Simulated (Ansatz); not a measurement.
Computed with DFT PBE, scalar-relativistic, plane waves, PAW in Ansatz 0.2.0. Settings: cutoff 420 eV, Γ-centred meshes spaced at most about 0.3 Å⁻¹, and about 0.25 Å⁻¹ or finer for metals (2π included), Gaussian smearing. No spin polarisation.

Each guess is relaxed in cell and atoms at zero pressure, on a coarse mesh first where it starts far from rest and then on a converged one. The steps can't lower the symmetry of the start, but it can rise. Energies are static (0 K, no zero-point motion).

Two unrelaxed guesses for Mg3SnN2:

A.

```yaml
crystal:
  lattice:
    - [-2.78595, 2.78595, 3.47755]
    - [2.78595, -2.78595, 3.47755]
    - [2.78595, 2.78595, -3.47755]
  atoms:
    - { symbol: Mg, position: [0.50000, 0.00000, 0.50000] }
    - { symbol: Mg, position: [0.00000, 0.50000, 0.50000] }
    - { symbol: Mg, position: [0.50000, 0.50000, 0.00000] }
    - { symbol: Sn, position: [0.00000, 0.00000, 0.00000] }
    - { symbol: N, position: [0.73934, 0.73934, 0.00000] }
    - { symbol: N, position: [0.26066, 0.26066, 0.00000] }
```

B.

```yaml
crystal:
  lattice:
    - [4.49277, 0.00000, 0.00000]
    - [-2.24639, 3.89086, 0.00000]
    - [0.00000, 0.00000, 6.37687]
  atoms:
    - { symbol: Mg, position: [0.50000, 0.00000, 0.50000] }
    - { symbol: Mg, position: [0.00000, 0.50000, 0.50000] }
    - { symbol: Mg, position: [0.50000, 0.50000, 0.50000] }
    - { symbol: Sn, position: [0.00000, 0.00000, 0.50000] }
    - { symbol: N, position: [0.00000, 0.00000, 0.21932] }
    - { symbol: N, position: [0.00000, 0.00000, 0.78068] }
```

**Question.** Where do they end, and which end is lower?

**Answer.** B ends lower, by 0.63 eV/atom. A: I4/mmm at 18.0 Å³/atom → I4/mmm at 24.4 Å³/atom; B: P6/mmm at 18.6 Å³/atom → P6/mmm at 56.5 Å³/atom. Counting N atoms around Mg and Sn (those within 1.25 times the shortest such distance or 1.15 times the sum of covalent radii; a plus sign parts nearer from farther groups; the shortest distance is added where it is long for a bond; a slash parts the counts of unlike sites), the end of A has Mg 2/8 from 3.6 Å, Sn 2 and the end of B has Mg 4+8 from 5.8 Å, Sn 2+2 from 5.0 Å. The end of B holds N–N pairs as short as in free N₂ molecules (shortest 1.10 Å); in the end of A the shortest N–N distance is 3.83 Å. End of A. Conventional cell: a = 6.143 Å, c = 7.753 Å. Around Mg on a site of symmetry mmm lie 2 Mg at 3.07 Å and 2 Sn at 3.07 Å; Sn is surrounded by 2 N at 1.96 Å and 4 Mg at 3.07 Å; N has 1 Mg at 1.91 Å and 1 Sn at 1.96 Å; 1 more site not described. End of B. Conventional cell: a = 5.957 Å, c = 11.026 Å. Mg has 4 Mg at 2.98 Å and 2 Sn at 2.98 Å; around Sn lie 6 Mg at 2.98 Å; N is surrounded by 1 N at 1.10 Å.

Ends held by symmetry can be saddle points. Neither end is the lowest form computed: that has space group P6/mmm (No. 191) and lies 0.53 eV/atom below the better end. Even the lowest of the cells shown lies +0.28 eV/atom against the elements. No dispersion correction is applied, so the spacing and binding between layers, chains or molecules are poorly described (P6/mmm), and this can change margins and order among such cells. Some types were kept out of the candidates beforehand, so the set may lack a known form.
